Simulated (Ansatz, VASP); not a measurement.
## Two plane-wave programs on Pd

```
Pd
1.0
    -1.57228    1.57228    1.57228
     1.57228   -1.57228    1.57228
     1.57228    1.57228   -1.57228
Pd
1
Direct
  0.00000 0.00000 0.00000
```

This isn't the form of Pd at room conditions, which is fcc.

Alike in both runs: task single point; functional r2SCAN; k mesh 12 × 12 × 12; occupations fermi-dirac, width 0.05 eV; no spin polarisation.

|  | VASP | Ansatz |
| --- | --- | --- |
| version | VASP 6.6.1 | Ansatz 0.2.0 |
| potentials or method | VASP PAW PBE potentials, release 64 (Pd) | Ansatz PAW |
| plane-wave cutoff (eV) | 520 | 500 |
| valence electrons in the cell | 10 | 18 |

Ansatz gave:

* gap on the k mesh at the Fermi level (eV): none
* pressure (GPa): -5.6

**Question.** Which values does VASP return?

**Answer.** gap on the k mesh at the Fermi level (eV): none; pressure (GPa): -5.1.

A gap of «none» marks a metal or a gap that the smearing closes. The functional is the same, so the differences come from potentials, cutoffs and numerics. The two sets of potentials don't hold the same shells in valence.

Caveats: the PAW data sets were made with another functional, which shifts forces and pressure a little (VASP); the PAW data sets come from PBE, with cores solved anew for the run's functional, which leaves a small shift of forces and pressure (Ansatz).
